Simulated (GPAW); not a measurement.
KI:

```xyz
2
Lattice="0.0000 3.5328 3.5328 3.5328 0.0000 3.5328 3.5328 3.5328 0.0000" Properties=species:S:1:pos:R:3 pbc="T T T"
I     3.5328    3.5328    3.5328
K     0.0000    0.0000    0.0000
```

Base run:

* Program: GPAW 26.7.0
* Functional: PBEsol
* Potentials or basis: PAW data sets generated in the run's folder for this functional
* Cutoff: 600 eV
* Basis: pw
* k mesh: 7 × 7 × 7
* Occupations: fermi-dirac, width 0.05 eV
* Spin: spin-orbit coupling, no magnetisation

Its results: band gap on the k mesh 3.45 eV, direct; pressure -0.3 GPa.

Question: The run is repeated on the same cell with these changes: spin from spin-orbit coupling, no magnetisation to no spin polarisation. What comes out?

Answer: Band gap on the k mesh 3.83 eV, direct; pressure -0.3 GPa.

Spin-orbit coupling splits the band edges, which narrows the gap.

Caveats: spin-orbit coupling was added after a scalar SCF, so levels and gaps hold it while energy, forces, pressure and moments don't (some runs); this program's spin-orbit splittings come out too wide for heavy elements (some runs); spin-orbit coupling is left out, which moves the levels of the heavy elements (some runs).
